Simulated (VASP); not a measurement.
A run of VASP 6.6.1 is set up as follows.

The input INCAR:

```
PREC     = Accurate       # precision mode
ENCUT    = 520            # plane-wave cutoff, eV
EDIFF    = 1E-6           # SCF threshold, eV
ISMEAR   = 0              # smearing method
SIGMA    = 0.03           # smearing width, eV
LREAL    = F              # projectors in reciprocal space
LASPH    = T              # aspherical terms in the spheres
NELM     = 80             # most SCF steps
ALGO     = Normal         # electronic algorithm
ISIF     = 2              # what is computed and relaxed
LWAVE    = F              # write WAVECAR
LCHARG   = F              # write CHGCAR
GGA      = PS             # functional
NBANDS   = 16             # bands
ICORELEVEL= 1
```

The input KPOINTS:

```
Automatic mesh
0
Gamma
  8 8 8
```

POSCAR

```
InP                                     
1.0
    0.0000000000      2.9393308163      2.9393308163
    2.9393308163      0.0000000000      2.9393308163
    2.9393308163      2.9393308163      0.0000000000
  In              P             
     1     1
Direct
     0.0000000000000000    0.0000000000000000    0.0000000000000000
     0.2500000000000000    0.2500000000000000    0.2500000000000000
```

KPOINTS_OPT

```
explicit points
159
Reciprocal
 0.0000000000  0.0000000000  0.0000000000 1
 0.0357142857  0.0000000000  0.0357142857 1
 0.0714285714  0.0000000000  0.0714285714 1
 0.1071428571  0.0000000000  0.1071428571 1
 0.1428571429  0.0000000000  0.1428571429 1
 0.1785714286  0.0000000000  0.1785714286 1
[... 151 lines left out ...]
 0.4250000000  0.0000000000  0.4250000000 1
 0.4500000000  0.0000000000  0.4500000000 1
```

Potentials or basis: VASP PAW PBE potentials, release 64 (In_d, P).

The run is started by

```bash
$ cat potpaw_PBE.64/In_d/POTCAR potpaw_PBE.64/P/POTCAR > POTCAR
$ mpirun -np 1 vasp_std > vasp.out
```

Q: Predict the band gap on the k mesh.

A: 0.57 eV, direct.

Q: Predict the band gap along the path.

A: 0.57 eV, direct.

Q: What does it give for the pressure?

A: 0.0 GPa.

Core levels (eV, on the scale of the bands):
| atom | levels |
| --- | --- |
| 1 In | 1s -27738.3, 2s -4144.8, 2p -3718.8, 3s -778.7, 3p -639.3, 3d -423.0, 4s -110.0, 4p -68.5 |
| 2 P | 1s -2072.5, 2s -162.7, 2p -113.2 |

Caveat: the PAW data sets were made with another functional, which shifts forces and pressure a little; spin-orbit coupling is left out, which moves the levels of the heavy elements.

**The experiment to reproduce.**

A printed reference work, data compilation reports, for a bulk crystal of InP at 1.6 K: band gap 1.4236 eV (direct).

Measured gap of InP: 1.4236 eV (direct; 1.6 K; a printed reference work, data compilation). This calculation gives 0.57 eV (-0.86 eV). Spin-orbit coupling on In is left out. The value is that of PBEsol, without temperature or zero-point motion. Semilocal functionals fall short of measured gaps as a rule.
